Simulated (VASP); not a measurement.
# MgSn2N2 (P4/mmm) in VASP: a series of runs

The runs below take MgSn2N2 through relaxation of cell and atoms, with PBE.

Everything below comes from runs of VASP 6.6.1. Logs are shortened: lines on timing, memory, paths and dates and some standing lists are left out, and cuts for length are marked.

**1. Starting point**

It takes space group P4/mmm (No. 123, tetragonal). Conventional cell: a = 4.242 Å, b = 4.242 Å, c = 5.960 Å, α = 90.00°, β = 90.00°, γ = 90.00°. Mg (site symmetry 4/mmm) has 4 Sn at 2.12 Å as nearest neighbours. Sn (site symmetry mmm) has 2 Mg at 2.12 Å and 2 N at 2.12 Å as nearest neighbours. Around N (site symmetry 4/mmm) lie 2 Mg at 2.98 Å. N (site symmetry 4/mmm) is surrounded by 4 Sn at 2.12 Å.

The cell was built by a generator and needn't be a form met in nature.

**2. Relaxation of cell and atoms, PBE**

INCAR reads:

```
SYSTEM = MgSn2N2
PREC = Normal
ENCUT = 520
EDIFF = 1E-4
ISMEAR = 0
SIGMA = 0.15
LREAL = .FALSE.
LASPH = .TRUE.
NELM = 60
ALGO = Fast
ISIF = 3
LWAVE = .FALSE.
LCHARG = .FALSE.
GGA = PE
IBRION = 2
NSW = 24
EDIFFG = -0.08
```

KPOINTS reads:

```
Automatic mesh
0
G
  3 3 3
  0 0 0
```

POSCAR reads:

```
MgSn2N2
1.0
    4.2419273100      0.0000000000      0.0000000000
    0.0000000000      4.2419273100      0.0000000000
    0.0000000000      0.0000000000      5.9599860100
Mg Sn N
1 2 2
Direct
    0.0000000000      0.0000000000      0.0000000000
    0.0000000000      0.5000000000      0.0000000000
    0.5000000000      0.0000000000      0.0000000000
    0.0000000000      0.0000000000      0.5000000000
    0.5000000000      0.5000000000      0.0000000000
```

Potentials or basis: VASP PAW PBE potentials, release 64 (Mg, Sn_d, N).

On the command line:

```
> cat potpaw_PBE.64/Mg/POTCAR potpaw_PBE.64/Sn_d/POTCAR potpaw_PBE.64/N/POTCAR > POTCAR
> mpirun -np 1 vasp_std > vasp.out
```

OUTCAR:

```text
SYSTEM = MgSn2N2
   PREC = Normal
   ENCUT = 520
   EDIFF = 1E-4
   ISMEAR = 0
   LREAL = .FALSE.
   LASPH = .TRUE.
   NELM = 60
   ISIF = 3
   GGA = PE
   IBRION = 2
   NSW = 24
   EDIFFG = -0.08

 ion  position               nearest neighbor table
   1  0.000  0.000  0.000-   2 2.12   3 2.12   2 2.12   3 2.12
   2  0.000  0.500  0.000-   1 2.12   5 2.12   1 2.12   5 2.12   3 3.00   3 3.00   3 3.00   3 3.00

   3  0.500  0.000  0.000-   1 2.12   5 2.12   5 2.12   1 2.12   2 3.00   2 3.00   2 3.00   2 3.00

   4  0.000  0.000  0.500-
   5  0.500  0.500  0.000-   2 2.12   3 2.12   3 2.12   2 2.12

  LATTYP: Found a simple tetragonal cell.
 ALAT       =     4.2419273100
 C/A-ratio  =     1.4050184207

  Lattice vectors:

 A1 = (   4.2419273100,   0.0000000000,   0.0000000000)
 A2 = (   0.0000000000,   4.2419273100,   0.0000000000)
 A3 = (   0.0000000000,   0.0000000000,   5.9599860100)

Analysis of symmetry for initial positions (statically):
=====================================================================
 Subroutine PRICEL returns:
 Original cell was already a primitive cell.

 Routine SETGRP: Setting up the symmetry group for a
 simple tetragonal supercell.

 Subroutine GETGRP returns: Found 16 space group operations
 (whereof 16 operations were pure point group operations)
 out of a pool of 16 trial point group operations.

The static configuration has the point symmetry D_4h.

Analysis of symmetry for dynamics (positions and initial velocities):
=====================================================================
 Subroutine PRICEL returns:
 Original cell was already a primitive cell.

 Routine SETGRP: Setting up the symmetry group for a
 simple tetragonal supercell.

 Subroutine GETGRP returns: Found 16 space group operations
 (whereof 16 operations were pure point group operations)
 out of a pool of 16 trial point group operations.

The dynamic configuration has the point symmetry D_4h.

 Subroutine INISYM returns: Found 16 space group operations
 (whereof 16 operations are pure point group operations),
 and found     1 'primitive' translations

----------------------------------------------------------------------------------------

                                     Primitive cell

[... 69 lines left out ...]
   ISTART =      0    job   : 0-new  1-cont  2-samecut
   ICHARG =      2    charge: 1-file 2-atom 10-const
   ISPIN  =      1    spin polarized calculation?
   LNONCOLLINEAR =      F non collinear calculations
   LSORBIT =      F    spin-orbit coupling
   LASPH  =      T    aspherical Exc in radial PAW
   ENCUT  =  520.0 eV  38.22 Ry    6.18 a.u.   7.89  7.89 11.08*2*pi/ulx,y,z
   NELM   =     60;   NELMIN=  2; NELMDL= -5     # of ELM steps
   EDIFF  = 0.1E-03   stopping-criterion for ELM
   LREAL  =      F    real-space projection
   EDIFFG = -.8E-01   stopping-criterion for IOM
   NSW    =     24    number of steps for IOM
   IBRION =      2    ionic relax: 0-MD 1-quasi-New 2-CG
   NFREE  =      1    steps in history (QN), initial steepest desc. (CG)
   ISIF   =      3    stress and relaxation
   ISYM   =      2    0-nonsym 1-usesym 2-fastsym
   POTIM  = 0.5000    time-step for ionic-motion
   TEBEG  =    0.0;   TEEND  =   0.0 temperature during run
   PSTRESS=    0.0 pullay stress
   NELECT =      40.0000    total number of electrons
   NUPDOWN=      -1.0000    fix difference up-down
   EMIN   =  10.00;   EMAX   =-10.00  energy-range for DOS
   EFERMI =   0.00;   METHOD = LEGACY
   ISMEAR =     0;   SIGMA  =   0.15  broadening in eV -4-tet -1-fermi 0-gaus
   EFERMI_NEDOS =   21; number of points for ismear=-14 and -15
   IALGO  =     68    algorithm
   IMIX   =      4    mixing-type and parameters
     AMIX     =   0.40;   BMIX     =  1.00
     AMIX_MAG =   1.60;   BMIX_MAG =  1.00
  volume/ion in A,a.u.               =      21.45       144.74
  Fermi-wavevector in a.u.,A,eV,Ry     =   1.178431  2.226912 18.894415  1.388700
  Thomas-Fermi vector in A             =   2.314760
   LORBIT       =      0    0 simple, 1 ext, 2 COOP (PROOUT), +10 PAW based schemes
   GGA     = PE    functional components
   LHFCALC =     F    Hartree Fock is set to
   AEXX    =    0.0000 exact exchange contribution
   IVDW    =     0    specifies the selected vdW correction
   LEPSILON=     F    determine dielectric tensor
   LRPA    =     F    only Hartree local field effects (RPA)
 conjugate gradient relaxation of ions
 non-spin polarized calculation
 RMM-DIIS sequential band-by-band and
 Gauss-broadening in eV      SIGMA  =   0.15
  energy-cutoff  :      520.00
  volume of cell :      107.24
 maximum number of plane-waves:      2898
   NGX = 15   NGY = 15   NGZ = 23

--------------------------------------- Ionic step        1  -------------------------------------------

 number of electron      40.0000098 magnetization

 Free energy of the ion-electron system (eV)
  ---------------------------------------------------
  ext. energy  EPLUGINS =         0.00000000
  ---------------------------------------------------
  free energy    TOTEN  =        -6.51849685 eV

  energy without entropy =       -6.46475684  energy(sigma->0) =       -6.49162684

------------------------ aborting loop because EDIFF is reached ----------------------------------------

  FORCE on cell =-STRESS in cart. coord.  units (eV):
  Direction    XX          YY          ZZ          XY          YZ          ZX
  --------------------------------------------------------------------------------------
  -------------------------------------------------------------------------------------
  Total       48.2872971     48.2872971    -11.1510759      0.0000000      0.0000000      0.0000000
  in kB      721.3927846    721.3927846   -166.5925865      0.0000000      0.0000000      0.0000000
  external PRESSURE =     425.3976609 kB  Pullay stress =       0.0000000 kB
[... 439 lines left out ...]
     23       8.2705      0.00000
     24       9.7363      0.00000

[... ionic steps 4 to 9 ...]

--------------------------------------- Ionic step       10  -------------------------------------------

 number of electron      40.0000032 magnetization

------------------------ aborting loop because EDIFF is reached ----------------------------------------
[... 242 lines left out ...]
--------------------------------------- Ionic step       12  -------------------------------------------

 number of electron      40.0000028 magnetization

 Free energy of the ion-electron system (eV)
  ---------------------------------------------------
  ext. energy  EPLUGINS =         0.00000000
  ---------------------------------------------------
  free energy    TOTEN  =       -19.06733869 eV

  energy without entropy =      -19.00660269  energy(sigma->0) =      -19.03697069

 E-fermi :   4.0461     XC(G=0):  -9.3003

 val. band max:        3.9492412700   @ k =   0.3333   0.0000   0.0000
 cond. band min:       4.0600134533   @ k =   0.3333   0.3333   0.3333
 fundamental gap:      0.1107721833
 Fermi energy:         4.0461169121
[... 192 lines left out ...]
  FREE ENERGIE OF THE ION-ELECTRON SYSTEM (eV)
  ---------------------------------------------------
  free  energy   TOTEN  =       -19.0673386922 eV

  energy  without entropy=      -19.0066026883  energy(sigma->0) =      -19.03697069

 reached required accuracy - stopping structural energy minimisation
```

Wall time 2.6 min (1 thread of Intel Xeon Platinum 8259CL at 2.50GHz (Skylake/Cascade Lake), shared host); peak memory 0.17 GiB.

Results:

| Quantity | Value |
| --- | --- |
| Free energy | -19.0673 eV |
| Relaxed volume | 21.10 Å³/atom |
| Relaxed cell | a = 5.232 Å, b = 5.232 Å, c = 3.854 Å, α = 90.00°, β = 90.00°, γ = 90.00° |
| Space group after relaxing (to 0.05 Å) | P4/mmm (No. 123) |
| Energy gained by relaxing | 2509.8 meV/atom |
| Ionic steps | 12 |
| Pressure after relaxing | -0.3 GPa |
| Band gap on the k mesh | none (metal or under the smearing width) |

The path:
```
step  energy change (eV)  largest force (eV/Å)  pressure (GPa)  volume (Å³)
   1              0.0000                0.0000           42.54       107.24
   2             -6.3003                0.0000          -12.07       205.66
   3             -9.0945                0.0000           -4.91       157.00
   4             -9.0954                0.0000           -4.60       155.95
   5             -9.0920                0.0000           -4.25       154.92
   6            -10.1703                0.0000           -5.06       140.32
   7            -11.8368                0.0000           -4.68       120.08
   8             -5.2374                0.0000           47.76        79.80
   9            -12.1788                0.0000           -3.95       115.21
  10            -12.3586                0.0000            4.14        99.45
  11            -12.5279                0.0000           -1.39       107.32
  12            -12.5488                0.0000           -0.30       105.48
```

Final structure:
```
Mg Sn N
1.0
     5.23160    0.00000    0.00000
     0.00000    5.23160    0.00000
     0.00000    0.00000    3.85381
Mg Sn N
1 2 2
Direct
  0.00000 0.00000 0.00000
  0.00000 0.50000 0.00000
  0.50000 0.00000 0.00000
  0.00000 0.00000 0.50000
  0.50000 0.50000 0.00000
```

Caveat: the k mesh is coarse (spacing up to 0.49 Å⁻¹), so the values aren't converged; the relaxation stopped at a loose force limit of 0.08 eV/Å, so its end isn't a converged minimum.

**3. Relaxation of cell and atoms, PBE**

This run uses another cell than the first one, of 19.93 Å³/atom, 0.929 times its volume.

INCAR is that of step 2.

KPOINTS reads:

```
Automatic mesh
0
G
  3 3 4
  0 0 0
```

POSCAR reads:

```
MgSn2N2
1.0
    5.2784193200      0.0000000000      0.0000000000
   -2.6392096600      4.5712452200      0.0000000000
    0.0000000000      0.0000000000      4.1301001200
Mg Sn N
1 2 2
Direct
    0.0000000000      0.0000000000      0.0000000000
    0.3333333300      0.6666666700      0.5000000000
    0.6666666700      0.3333333300      0.5000000000
    0.6666666700      0.3333333300      0.0000000000
    0.3333333300      0.6666666700      0.0000000000
```

Potentials or basis: VASP PAW PBE potentials, release 64 (Mg, Sn_d, N).

On the command line:

```
> cat potpaw_PBE.64/Mg/POTCAR potpaw_PBE.64/Sn_d/POTCAR potpaw_PBE.64/N/POTCAR > POTCAR
> mpirun -np 1 vasp_std > vasp.out
```

It took 2 min on 1 thread of Intel Xeon Platinum 8259CL at 2.50GHz (Skylake/Cascade Lake), shared host; peak memory 0.17 GiB.

The run converged. Its results:

```yaml
Free_energy: -21.0328 eV
Relaxed_volume: 17.55 Å³/atom
Relaxed_cell: a = 4.834 Å, b = 4.834 Å, c = 4.337 Å, α = 90.00°, β = 90.00°, γ = 120.00°
Space_group_after_relaxing_to_0.05_Å: P6/mmm (No. 191)
Energy_gained_by_relaxing: 102.3 meV/atom
Ionic_steps: 10
Pressure_after_relaxing: 0.1 GPa
Band_gap_on_the_k_mesh: none (metal or under the smearing width)
```

Stress tensor (GPa, compression positive):
```
0.15 0.00 0.00
0.00 0.15 0.00
0.00 0.00 0.05
```

Step by step:
| step | energy change (eV) | largest force (eV/Å) | pressure (GPa) | volume (Å³) |
| --- | --- | --- | --- | --- |
| 1 | 0.0000 | 0.0000 | -0.58 | 99.65 |
| 2 | -0.1905 | 0.0000 | -3.32 | 98.52 |
| 3 | -0.2793 | 0.0000 | -5.87 | 95.18 |
| 4 | -0.3387 | 0.0000 | -5.70 | 96.81 |
| 5 | -0.4156 | 0.0000 | -4.42 | 93.58 |
| 6 | -0.4367 | 0.0000 | -2.73 | 90.61 |
| 7 | -0.4823 | 0.0000 | -2.24 | 89.41 |
| 8 | -0.4758 | 0.0000 | 2.52 | 86.06 |
| 9 | -0.5104 | 0.0000 | -0.26 | 87.99 |
| 10 | -0.5113 | 0.0000 | 0.12 | 87.76 |

Final structure:
```xyz
5
Lattice="4.8337 0.0000 0.0000 -2.4169 4.1861 0.0000 0.0000 0.0000 4.3372" Properties=species:S:1:pos:R:3 pbc="T T T"
Mg    0.0000    0.0000    0.0000
Sn    0.0000    2.7907    2.1686
Sn    2.4169    1.3954    2.1686
N     2.4169    1.3954    0.0000
N     0.0000    2.7907    0.0000
```

Levels at points of the mesh, in eV from the Fermi level:
| k point | band 16 | band 17 | band 18 | band 19 | band 20 | band 21 | band 22 | band 23 | band 24 |
| --- | --- | --- | --- | --- | --- | --- | --- | --- | --- |
| (0.00, 0.00, 0.00) | -3.66 | -3.33 | -1.50 | -1.50 | 0.24 | 0.68 | 1.20 | 1.20 | 3.39 |
| (0.00, 0.00, 0.50) | -2.35 | -1.10 | -1.10 | -0.73 | -0.73 | 0.30 | 0.34 | 2.02 | 2.02 |

Caveat: the k mesh is coarse (spacing up to 0.46 Å⁻¹), so the values aren't converged; the relaxation stopped at a loose force limit of 0.08 eV/Å, so its end isn't a converged minimum.
